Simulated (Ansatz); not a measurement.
## Mg started in the widest void in diamond Si, 65 atoms, charge +2

Computed with DFT, PBEsol, PAW, plane waves in Ansatz 0.2.0.

Command:

```sh
ansatz run in.yaml --threads 8 --pin off --max-ram 118750MiB --runs-dir r --events-out ev --progress --plain --backend cuda --devices 0,
```

The input less its lattice and atoms:

```yaml
crystal:
  symmetry: { detect: false }
kpoints:
  mp_grid: { grid: [1, 1, 1], shift: [0.25, 0.25, 0.25] }
hamiltonian:
  xc: pbesol
total_charge: 2
scf:
  occupations: { method: fermi_dirac, width: 0.01 }
relax:
  f_tol: 0.03
  max_steps: 80
  escape_saddle: false
  adjacent_minimum: "off"
output:
  forces: true
  eigenvalues: true
  populations: true
  charged_corrections: { epsilon: 11.7 }
```

Start:

```
Si Mg
1.0
    10.86558    0.00000    0.00000
     0.00000   10.86558    0.00000
     0.00000    0.00000   10.86558
Si Mg
64 1
Direct
  0.99773 0.99905 0.99514
  0.99876 0.99939 0.49956
  0.00107 0.50086 0.00200
  0.99902 0.50005 0.50107
  0.49826 0.99773 0.00113
  0.50242 0.99833 0.49961
  0.49995 0.50061 0.99805
  0.50081 0.49925 0.49923
  0.12273 0.12368 0.12341
  0.12322 0.12498 0.62267
  0.12375 0.62658 0.12551
  0.12082 0.62521 0.62472
  0.62518 0.12570 0.12206
  0.62504 0.12289 0.62463
  0.62414 0.62442 0.12657
  0.62431 0.62347 0.62491
  0.24998 0.24927 0.00176
  0.25176 0.24685 0.49920
  0.24860 0.74473 0.99906
  0.24939 0.74934 0.49978
  0.75152 0.24868 0.99937
  0.74723 0.25025 0.50019
  0.75343 0.74839 0.99731
  0.74996 0.75216 0.50386
  0.37527 0.37636 0.12636
  0.37656 0.37814 0.62478
  0.37456 0.87841 0.12424
  0.37300 0.87273 0.62529
  0.87207 0.37518 0.12535
  0.87505 0.37780 0.62600
  0.87545 0.87312 0.12774
  0.87533 0.87382 0.62818
  0.25212 0.99777 0.25271
  0.24960 0.00334 0.75215
  0.24832 0.49807 0.25162
  0.25152 0.50044 0.75255
  0.74918 0.00152 0.24908
  0.74642 0.00174 0.75065
  0.74830 0.50001 0.24803
  0.75027 0.50186 0.74549
  0.37271 0.12481 0.37423
  0.37848 0.12474 0.87580
  0.37559 0.62431 0.37647
  0.37590 0.62487 0.87813
  0.87431 0.12555 0.37343
  0.87490 0.12344 0.87576
  0.87344 0.62683 0.37316
  0.87161 0.62685 0.87250
  0.99757 0.24956 0.24851
  0.99941 0.25077 0.75403
  0.99985 0.75022 0.24924
  0.99939 0.74905 0.74829
  0.50179 0.24856 0.25328
  0.49882 0.25235 0.74914
  0.49788 0.75228 0.24676
  0.50142 0.74701 0.74934
  0.12744 0.37354 0.37220
  0.12835 0.37618 0.87146
  0.12859 0.87287 0.37357
  0.12542 0.87605 0.87699
  0.62209 0.37492 0.37252
  0.62604 0.37478 0.87613
  0.62650 0.87895 0.37578
  0.62884 0.87484 0.87938
  0.37376 0.37854 0.37439
```

Steps:

```json
{"step": "start", "energy less the first (eV)": "0.000", "largest force component (eV/Å)": "1.996"}
{"step": "1", "energy less the first (eV)": "-1.356", "largest force component (eV/Å)": "0.600"}
{"step": "2", "energy less the first (eV)": "-1.475", "largest force component (eV/Å)": "0.043"}
{"step": "3", "energy less the first (eV)": "-1.475", "largest force component (eV/Å)": "0.064"}
{"step": "4", "energy less the first (eV)": "-1.476", "largest force component (eV/Å)": "0.006"}
```

A structure on the way, about -1.36 eV from the start:

```
Si Mg
1.0
    10.86558    0.00000    0.00000
     0.00000   10.86558    0.00000
     0.00000    0.00000   10.86558
Si Mg
64 1
Direct
  0.99864 0.99809 0.99793
  0.99822 0.99797 0.49855
  0.99849 0.49898 0.99775
  0.00043 0.50060 0.50148
  0.49781 0.99727 0.99846
  0.50112 0.99920 0.50121
  0.50085 0.50063 0.99962
  0.50652 0.50597 0.50550
  0.12231 0.12341 0.12332
  0.11870 0.11975 0.62935
  0.11855 0.63026 0.11944
  0.12291 0.62598 0.62589
  0.62942 0.11969 0.11907
  0.62530 0.12393 0.62540
  0.62579 0.62551 0.12404
  0.63024 0.63059 0.63077
  0.24826 0.24719 0.00013
  0.24441 0.24260 0.50508
  0.24953 0.75016 0.99822
  0.24828 0.75040 0.50208
  0.75155 0.24998 0.99830
  0.75077 0.24830 0.50211
  0.75113 0.75005 0.99895
  0.75190 0.75278 0.49961
  0.37365 0.37487 0.12278
  0.37601 0.37605 0.62755
  0.37492 0.87546 0.12550
  0.37480 0.87432 0.62545
  0.87387 0.37541 0.12496
  0.87541 0.37647 0.62560
  0.87505 0.87460 0.12453
  0.87530 0.87533 0.62689
  0.24835 0.99942 0.24881
  0.25033 0.99911 0.75127
  0.24232 0.50520 0.24463
  0.24862 0.50138 0.75078
  0.75071 0.99850 0.25029
  0.74943 0.00098 0.75008
  0.74928 0.50118 0.24861
  0.75211 0.50025 0.75082
  0.37396 0.12265 0.37494
  0.37560 0.12480 0.87448
  0.37478 0.62819 0.37592
  0.37524 0.62472 0.87648
  0.87475 0.12483 0.37452
  0.87571 0.12373 0.87516
  0.87531 0.62492 0.37523
  0.87471 0.62771 0.87471
  0.99805 0.24806 0.24776
  0.99843 0.25135 0.75207
  0.99829 0.75174 0.25018
  0.99953 0.75072 0.74937
  0.50657 0.24407 0.24592
  0.50128 0.24911 0.75006
  0.50158 0.75058 0.24805
  0.49921 0.75121 0.75236
  0.12273 0.37431 0.37326
  0.12653 0.37464 0.87400
  0.12630 0.87425 0.37486
  0.12403 0.87526 0.87472
  0.62685 0.37368 0.37520
  0.62553 0.37517 0.87496
  0.62489 0.87654 0.37588
  0.62763 0.87570 0.87638
  0.37340 0.37834 0.37419
```

End:

```xyz
65
Lattice="10.8656 0.0000 0.0000 0.0000 10.8656 0.0000 0.0000 0.0000 10.8656" Properties=species:S:1:pos:R:3 pbc="T T T"
Si   10.8546   10.8563   10.8560
Si   10.8452   10.8471    5.4109
Si   10.8452    5.4112   10.8469
Si   10.8604    5.4440    5.4437
Si    5.4093   10.8471   10.8469
Si    5.4423   10.8618    5.4437
Si    5.4422    5.4441   10.8617
Si    5.5324    5.5346    5.5342
Si    1.3448    1.3470    1.3463
Si    1.2866    1.2886    6.8526
Si    1.2867    6.8528    1.2883
Si    1.3544    6.7968    6.7961
Si    6.8507    1.2887    1.2883
Si    6.7943    1.3568    6.7959
Si    6.7944    6.7968    1.3559
Si    6.8770    6.8792    6.8785
Si    2.6928    2.6946   10.8516
Si    2.6308    2.6324    5.5113
Si    2.7215    8.1600   10.8468
Si    2.7016    8.1565    5.4460
Si    8.1585    2.7231   10.8468
Si    8.1549    2.7035    5.4461
Si    8.1473    8.1492   10.8649
Si    8.1702    8.1719    5.4193
Si    4.0657    4.0677    1.3096
Si    4.0782    4.0801    6.8377
Si    4.0707    9.5025    1.3600
Si    4.0761    9.5104    6.7883
Si    9.5000    4.0731    1.3600
Si    9.5083    4.0784    6.7883
Si    9.5047    9.5064    1.3544
Si    9.5112    9.5137    6.8013
Si    2.6925   10.8523    2.6941
Si    2.7212   10.8472    8.1602
Si    2.6307    5.5119    2.6324
Si    2.7014    5.4467    8.1561
Si    8.1585   10.8473    2.7228
Si    8.1469    0.0003    8.1486
Si    8.1544    5.4468    2.7031
Si    8.1700    5.4200    8.1717
Si    4.0660    1.3096    4.0672
Si    4.0711    1.3603    9.5021
Si    4.0784    6.8380    4.0798
Si    4.0764    6.7885    9.5097
Si    9.5006    1.3604    4.0725
Si    9.5048    1.3548    9.5060
Si    9.5086    6.7886    4.0776
Si    9.5117    6.8017    9.5131
Si   10.8499    2.6948    2.6940
Si   10.8454    2.7236    8.1600
Si   10.8456    8.1605    2.7231
Si   10.8632    8.1493    8.1486
Si    5.5100    2.6331    2.6324
Si    5.4444    2.7035    8.1563
Si    5.4444    8.1568    2.7029
Si    5.4180    8.1722    8.1716
Si    1.3080    4.0673    4.0672
Si    1.3586    4.0732    9.5021
Si    1.3587    9.5026    4.0728
Si    1.3529    9.5062    9.5062
Si    6.8363    4.0804    4.0802
Si    6.7867    4.0780    9.5100
Si    6.7868    9.5102    4.0776
Si    6.7999    9.5137    9.5131
Mg    4.0817    4.0836    4.0835
```

The calculation finished and met its thresholds.

Time: 6.2 s of wall time on one NVIDIA GB300 with 8 processor threads, on a host shared with other runs; peak host memory 1.9 GiB.

How much energy did the relaxation gain, and which atom moved most?

1.48 eV in 4 steps, from a start with small random displacements (neighbours that lie too close to an added atom are first pushed off); atom 8 (Si) moved 0.18 Å, the median atom 0.04 Å (drift of the whole cell removed).

The one k point has no symmetry partners, which can distort the end along one axis.
